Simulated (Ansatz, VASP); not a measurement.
**One calculation of GaP, 3 ways**

The starting cell:

```xyz
2
Lattice="0.0000 2.7252 2.7252 2.7252 0.0000 2.7252 2.7252 2.7252 0.0000" Properties=species:S:1:pos:R:3 pbc="T T T"
Ga    0.0000    0.0000    0.0000
P     4.0879    4.0879    4.0879
```

Alike in all runs: task relaxation of cell and atoms; functional PBEsol; k mesh 8 × 8 × 8; occupations fermi-dirac, width 0.05 eV; no spin polarisation; no spin-orbit coupling.

| program and potentials | plane-wave cutoff (eV) | notes | equilibrium volume (Å³/atom) |
| --- | --- | --- | --- |
| Ansatz, Ansatz PAW | 420 | potentials made for PBE, which Ansatz adapts in part | 20.11 |
| VASP, PBE PAW files Ga_d, P, 600 eV | 600 | potentials made for PBE | 20.09 |
| Ansatz, all-electron LAPW, scalar-relativistic | - | - | 20.10 |

The equilibrium volume spans 20.09 (VASP, PBE PAW files Ga_d, P, 600 eV) to 20.11 Å³/atom (Ansatz, Ansatz PAW), with all-electron results at 20.10. Relaxations stop with a little pressure left, so the last digit of a volume isn't settled.

The functional is the same throughout but for its coding, so the spread measures potentials, basis and numerics; runs on potential files found faulty are left out.
